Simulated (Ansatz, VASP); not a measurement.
# MgO in VASP and in Ansatz

Contents of INCAR:

```
PREC = Accurate ; ENCUT = 520
EDIFF = 1E-6 ; ISMEAR = 0
SIGMA = 0.05 ; LREAL = False
LASPH = True ; NELM = 60
ALGO = Normal ; ISIF = 2
LWAVE = False ; LCHARG = False
GGA = PE ; NBANDS = 26
```

File KPOINTS:

```
Automatic mesh
0
Gamma
  9 9 4
```

The input POSCAR:

```
MgO
1.0
    3.1079574030      0.0000000000      0.0000000000
   -1.5539787015      2.6915700649      0.0000000000
    0.0000000000      0.0000000000     11.2455222714
Mg O
4 4
Direct
    0.3333333333      0.6666666667      0.9694906392
    0.0000000000      0.0000000000      0.2208211786
    0.0000000000      0.0000000000      0.7208211786
    0.6666666667      0.3333333333      0.4694906392
    0.3333333333      0.6666666667      0.7800420079
    0.0000000000      0.0000000000      0.5296443544
    0.0000000000      0.0000000000      0.0296443544
    0.6666666667      0.3333333333      0.2800420079
```

Input for Ansatz:

```yaml
crystal:
  lattice:
    - [3.107957403, 0.0, 0.0]
    - [-1.5539787015, 2.6915700649, 0.0]
    - [0.0, 0.0, 11.2455222714]
  atoms:
    - { symbol: Mg, position: [0.3333333333, 0.6666666667, 0.9694906392] }
    - { symbol: Mg, position: [0.0, 0.0, 0.2208211786] }
    - { symbol: Mg, position: [0.0, 0.0, 0.7208211786] }
    - { symbol: Mg, position: [0.6666666667, 0.3333333333, 0.4694906392] }
    - { symbol: O, position: [0.3333333333, 0.6666666667, 0.7800420079] }
    - { symbol: O, position: [0.0, 0.0, 0.5296443544] }
    - { symbol: O, position: [0.0, 0.0, 0.0296443544] }
    - { symbol: O, position: [0.6666666667, 0.3333333333, 0.2800420079] }
basis:
  ecutwfc: 520.0
kpoints:
  mp_grid: { grid: [9, 9, 4] }
hamiltonian:
  xc: pbe
  pseudopotentials: { kind: paw, azcp: { folder: soft_1 } }
scf:
  occupations: { method: gaussian, width: 0.05 }
output:
  forces: true
  stress: true
  eigenvalues: true
  write_density: true
  write_potential: true
  elf: true
  volumetric_format: npy
```

Alike in both runs: task single point; functional PBE; k mesh 9 × 9 × 4; occupations gaussian, width 0.05 eV; no spin polarisation.

```csv
,VASP,Ansatz
version,VASP 6.6.1,Ansatz 0.2.0
potentials or method,"VASP PAW PBE potentials, release 64 (Mg, O)","scalar-relativistic, plane waves, PAW"
plane-wave cutoff (eV),520,520
valence electrons in the cell,32,64
```

```csv
,VASP,Ansatz,Ansatz less VASP
gap on the k mesh at the Fermi level (eV),3.51,3.53,+0.020
least direct gap on the mesh (eV),3.51,3.53,+0.020
pressure (GPa),7.5,7.8,+0.35
largest component of the traceless stress (GPa),18.45,18.18,-0.272
rms of the force components (eV/Å),0.471,0.465,-0.0066
```

Atom by atom the forces differ by 0.007 eV/Å (rms over components). The two sets of potentials don't hold the same shells in valence.

Caveats: an odd mesh through Γ misses points on the zone boundary, where band edges often lie.
